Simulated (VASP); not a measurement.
# ZnSe (Stilleite) (F-43m) in VASP: notebook, part 2 of 2

VASP 6.6.1.

**3. Band structure, HSE03**

POSCAR reads:

```
ZnSe
1.0
    0.0000000000      2.8338000000      2.8338000000
    2.8338000000      0.0000000000      2.8338000000
    2.8338000000      2.8338000000      0.0000000000
Se Zn
1 1
Direct
    0.7500000000      0.7500000000      0.7500000000
    0.0000000000      0.0000000000      0.0000000000
```

INCAR.step1 reads:

```
ALGO = Normal
EDIFF = 1E-5
ENCUT = 520
GGA = PE
ISIF = 2
ISMEAR = 0
KPAR = 4
LASPH = True
LCHARG = False
LREAL = False
LWAVE = True
NELM = 80
PREC = Accurate
SIGMA = 0.02
```

INCAR.step2 reads:

```
ALGO = Normal
EDIFF = 1E-7
ENCUT = 520
GGA = PE
HFSCREEN = 0.3
ISIF = 2
ISMEAR = 0
ISTART = 1
KPAR = 4
LASPH = True
LCHARG = False
LHFCALC = True
LREAL = False
LWAVE = False
NELM = 80
PREC = Accurate
PRECFOCK = Fast
SIGMA = 0.02
```

KPOINTS reads:

```
k-points
0
Gamma
  6 6 6
```

KPOINTS_OPT reads:

```
path GXWKGLUWLK,UX
10
line-mode
reciprocal
 0.0000000000  0.0000000000  0.0000000000  G
 0.5000000000  0.0000000000  0.5000000000  X

 0.5000000000  0.0000000000  0.5000000000  X
 0.5000000000  0.2500000000  0.7500000000  W

 0.5000000000  0.2500000000  0.7500000000  W
 0.3750000000  0.3750000000  0.7500000000  K

 0.3750000000  0.3750000000  0.7500000000  K
 0.0000000000  0.0000000000  0.0000000000  G

 0.0000000000  0.0000000000  0.0000000000  G
 0.5000000000  0.5000000000  0.5000000000  L

 0.5000000000  0.5000000000  0.5000000000  L
 0.6250000000  0.2500000000  0.6250000000  U

 0.6250000000  0.2500000000  0.6250000000  U
 0.5000000000  0.2500000000  0.7500000000  W

 0.5000000000  0.2500000000  0.7500000000  W
 0.5000000000  0.5000000000  0.5000000000  L

 0.5000000000  0.5000000000  0.5000000000  L
 0.3750000000  0.3750000000  0.7500000000  K

 0.6250000000  0.2500000000  0.6250000000  U
 0.5000000000  0.0000000000  0.5000000000  X
```

Potentials or basis: VASP PAW PBE potentials, release 64 (Se, Zn).

On the command line:

```console
> cat potpaw_PBE.64/Se/POTCAR potpaw_PBE.64/Zn/POTCAR > POTCAR
> cp INCAR.step1 INCAR
> mpirun -np 4 vasp_std > vasp.out
> cp INCAR.step2 INCAR
> mpirun -np 4 vasp_std > vasp.out
```

It took 15 min on 4 MPI ranks of Intel Xeon 6975P-C (Granite Rapids), shared host; peak memory 0.36 GiB.

It converged, with:

* Free energy: -7.2141 eV
* Pressure: 1.4 GPa
* Band gap on the k mesh: 2.22 eV, direct
* Band gap along the path: 2.22 eV, direct

Levels at the corners of the path, in eV from the valence-band top:
```
point  band 5  band 6  band 7  band 8  band 9  band 10  band 11  band 12  band 13
    Γ   -7.77   -7.77    0.00    0.00    0.00     2.22     6.73     6.73     6.73
    X   -7.73   -7.54   -5.06   -2.28   -2.28     3.67     4.29    11.92    12.55
    X   -7.73   -7.54   -5.06   -2.28   -2.28     3.67     4.29    11.92    12.55
    W   -7.78   -7.43   -4.86   -2.95   -2.74     6.23     6.65     7.98     8.55
    W   -7.78   -7.43   -4.86   -2.95   -2.74     6.23     6.65     7.98     8.55
    K   -7.75   -7.46   -4.92   -3.25   -1.87     4.37     6.53    10.04    10.38
    K   -7.75   -7.46   -4.92   -3.25   -1.87     4.37     6.53    10.04    10.39
    Γ   -7.77   -7.77    0.00    0.00    0.00     2.22     6.73     6.73     6.73
    Γ   -7.77   -7.77    0.00    0.00    0.00     2.22     6.73     6.73     6.73
    L   -7.76   -7.58   -5.46   -0.90   -0.90     3.45     7.28     7.28     9.52
    L   -7.76   -7.58   -5.46   -0.90   -0.90     3.45     7.28     7.28     9.52
    U   -7.75   -7.46   -4.92   -3.25   -1.87     4.37     6.53    10.04    10.39
    U   -7.75   -7.46   -4.92   -3.25   -1.87     4.37     6.53    10.04    10.38
    W   -7.78   -7.43   -4.86   -2.95   -2.74     6.23     6.65     7.98     8.55
    W   -7.78   -7.43   -4.86   -2.95   -2.74     6.23     6.65     7.98     8.55
    L   -7.76   -7.58   -5.46   -0.90   -0.90     3.45     7.28     7.28     9.52
    L   -7.76   -7.58   -5.46   -0.90   -0.90     3.45     7.28     7.28     9.52
    K   -7.75   -7.46   -4.92   -3.25   -1.87     4.37     6.53    10.04    10.37
    U   -7.75   -7.46   -4.92   -3.25   -1.87     4.37     6.53    10.04    10.38
    X   -7.73   -7.54   -5.06   -2.28   -2.28     3.67     4.29    11.92    12.55
```

Caveat: the PAW data sets were made with another functional, which shifts forces and pressure a little.

**4. Band structure, PBE0**

POSCAR is that of step 3.

INCAR.step1 is that of step 3.

INCAR.step2, as its differences from that of step 3:

```diff
@@ -1 +1,2 @@
+AEXX = 0.25
 ALGO = Normal
@@ -4,3 +5,3 @@
 GGA = PE
-HFSCREEN = 0.3
+HFRCUT = -1
 ISIF = 2
```

KPOINTS is that of step 3.

KPOINTS_OPT is that of step 3.

On the command line:

```console
> cat potpaw_PBE.64/Se/POTCAR potpaw_PBE.64/Zn/POTCAR > POTCAR
> cp INCAR.step1 INCAR
> mpirun -np 4 vasp_std > vasp.out
> cp INCAR.step2 INCAR
> mpirun -np 4 vasp_std > vasp.out
```

It took 15 min on 4 MPI ranks of Intel Xeon 6975P-C (Granite Rapids), shared host; peak memory 0.26 GiB.

It converged, with:

- Free energy: -7.9625 eV
- Pressure: 1.0 GPa
- Band gap on the k mesh: 3.04 eV, direct
- Band gap along the path: 3.04 eV, direct

Levels at the corners of the path, in eV from the valence-band top:
```tsv
point	band 6	band 7	band 8	band 9	band 10	band 11	band 12	band 13
Γ	-7.92	0.00	0.00	0.00	3.04	7.65	7.65	7.65
X	-7.69	-5.21	-2.35	-2.35	4.52	5.18	12.89	13.55
X	-7.69	-5.21	-2.35	-2.35	4.52	5.18	12.89	13.55
W	-7.58	-5.00	-3.06	-2.84	7.13	7.61	8.92	9.47
W	-7.58	-5.00	-3.06	-2.84	7.13	7.61	8.92	9.47
K	-7.61	-5.06	-3.36	-1.93	5.25	7.47	11.00	11.35
K	-7.61	-5.06	-3.36	-1.93	5.25	7.47	11.00	11.36
Γ	-7.92	0.00	0.00	0.00	3.04	7.65	7.65	7.65
Γ	-7.92	0.00	0.00	0.00	3.04	7.65	7.65	7.65
L	-7.74	-5.62	-0.93	-0.93	4.32	8.20	8.20	10.44
L	-7.74	-5.62	-0.93	-0.93	4.32	8.20	8.20	10.44
U	-7.61	-5.06	-3.36	-1.93	5.25	7.47	11.00	11.38
U	-7.61	-5.06	-3.36	-1.93	5.25	7.47	11.00	11.35
W	-7.58	-5.00	-3.06	-2.84	7.13	7.61	8.92	9.47
W	-7.58	-5.00	-3.06	-2.84	7.13	7.61	8.92	9.47
L	-7.74	-5.62	-0.93	-0.93	4.32	8.20	8.20	10.44
L	-7.74	-5.62	-0.93	-0.93	4.32	8.20	8.20	10.44
K	-7.61	-5.06	-3.36	-1.93	5.25	7.47	10.99	11.35
U	-7.61	-5.06	-3.36	-1.93	5.25	7.47	11.00	11.35
X	-7.69	-5.21	-2.35	-2.35	4.52	5.18	12.89	13.55
```

Caveat: the PAW data sets were made with another functional, which shifts forces and pressure a little.

**5. The runs side by side**

```csv
level,screening parameter,exchange at q = 0,gap on the mesh (eV),pressure (GPa)
HSE06,0.2 1/A,-,2.42,1.2
HSE03,-,-,2.22,1.4
PBE0,-,truncated,3.04,1.0
```

Alike in all rows: task band structure; potentials or basis VASP PAW PBE potentials, release 64 (Se, Zn); no spin polarisation; cell as given; k mesh 6 × 6 × 6; cutoff (eV) 520; smearing gaussian 0.02 eV.

On the cell as given the gap runs from 2.22 eV (HSE03) to 3.04 eV (PBE0). The pressure there spans 1.0 GPa (PBE0) to 1.4 GPa (HSE03); a positive pressure means that this level wants a larger cell, a negative one a smaller.

Caveats: the PAW data sets were made with another functional, which shifts forces and pressure a little.

Absolute energies hang on the potentials; compare differences alone.

**6. How close it comes**

Step 2. Measured gap of ZnSe: 2.695 eV (an exciton energy, a little under the gap; 300 K; “Alloy Disordering Effects on the Thermal Conductivity and Energy Gap Temperature Dependence of Cd1−xZnxSe Ternary Crystals Grown by the Bridgman Method”, 2023, pmc:10253836). This calculation gives 2.42 eV (-0.27 eV). Spin-orbit coupling on Se is left out. The value is that of HSE06, without temperature or zero-point motion.

Step 3. A measured gap of ZnSe is 2.695 eV (an exciton energy, a little under the gap; 300 K; “Alloy Disordering Effects on the Thermal Conductivity and Energy Gap Temperature Dependence of Cd1−xZnxSe Ternary Crystals Grown by the Bridgman Method”, 2023, pmc:10253836); the calculated 2.22 eV misses it by -0.47 eV. Spin-orbit coupling on Se is left out. The value is that of HSE03, without temperature or zero-point motion.

Step 4. Measured gap of ZnSe: 2.695 eV (an exciton energy, a little under the gap; 300 K; “Alloy Disordering Effects on the Thermal Conductivity and Energy Gap Temperature Dependence of Cd1−xZnxSe Ternary Crystals Grown by the Bridgman Method”, 2023, pmc:10253836). This calculation gives 3.04 eV (+0.34 eV). Spin-orbit coupling on Se is left out. The value is that of PBE0, without temperature or zero-point motion.
